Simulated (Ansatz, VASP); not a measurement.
Sb: VASP beside Ansatz

```
Sb
1.0
     3.16889    0.00000    0.00000
    -1.58444    2.74434    0.00000
     0.00000    0.00000    3.01762
Sb
1
Direct
  0.00000 0.00000 0.00000
```

Change from the starting cell: volume scaled by 0.9, LAPW.

Alike in both runs: task single point; functional PBE; k mesh 13 × 13 × 12; occupations fermi-dirac, width 0.05 eV; no spin polarisation.

```csv
,VASP,Ansatz
version,VASP 6.6.1,Ansatz 0.2.0
potentials or method,"VASP PAW PBE potentials, release 64 (Sb), cutoff 520 eV","all-electron LAPW, scalar-relativistic"
```

```csv
,VASP,Ansatz,Ansatz less VASP
pressure (GPa),7.6,7.6,+0.02
```

Ansatz ran all-electron here, so the differences hold the error of VASP's frozen core and of both bases.

Spin-orbit coupling is left out, which matters for the levels of Sb.
